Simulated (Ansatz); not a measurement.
# Sr: course of a relaxation

Method: DFT PBE, scalar-relativistic, plane waves, PAW (Ansatz). Settings: 420 eV cutoff, 14×14×14 k-mesh, Gaussian smearing of 0.10 eV, no spin polarisation.

What was changed in Ca: Ca → Sr on all its sites, cell and atoms relaxed.

Command:

```bash
ansatz run input.yaml --threads 1 --pin off --max-ram 1331MiB --backend cpu --events-out ev --progress --plain --runs-dir out
```

Input:

```yaml
crystal:
  lattice:
    - [-2.1017346755, 2.1013626859, 2.9618659519]
    - [2.1017346755, -2.1013626859, 2.9618659519]
    - [2.1017346755, 2.1013626859, -2.9618659519]
  atoms:
    - { symbol: Sr, position: [0.5, 0.5, 0.0] }
basis:
  ecutwfc: 420
kpoints:
  mp_grid: { grid: [14, 14, 14] }
hamiltonian:
  xc: pbe
scf:
  occupations: { method: gaussian, width: 0.1 }
output:
  forces: true
  stress: true
  eigenvalues: true
relax:
  adjacent_minimum: "off"
  f_tol: 0.01
  max_steps: 60
  cell: { stress_tol: 0.1 }
```

F is the free energy. Steps run on the plane waves of an earlier cell, but the last one, and at times one on the way, on a freshly chosen basis, so a repeated geometry can differ a little in energy.

Steps:

| step | F − F(1) (eV) | largest force component (eV/Å) | V (Å³/atom) | P (GPa) |
| --- | --- | --- | --- | --- |
| 1 | 0.0000 | 0.000 | 52.324 | 0.57 |
| 2 | -0.0024 | 0.000 | 53.143 | 0.37 |
| 3 | -0.0042 | 0.000 | 54.687 | 0.02 |
| 4 | -0.0042 | 0.000 | 54.687 | 0.02 |

Relaxed structure:

```yaml
crystal:
  lattice:
    - [-2.13198, 2.13193, 3.00795]
    - [2.13198, -2.13193, 3.00795]
    - [2.13198, 2.13193, -3.00795]
  atoms:
    - { symbol: Sr, position: [0.50000, 0.50000, 0.00000] }
```

It takes space group I4/mmm (No. 139, tetragonal). The conventional cell has a = 4.264 Å, b = 4.264 Å, c = 6.016 Å, α = 90.00°, β = 90.00°, γ = 90.00°. Around Sr (site symmetry 4/mmm) lie 12 Sr at 4.26 Å.

The run converged. The run took of the order of 50 core-seconds.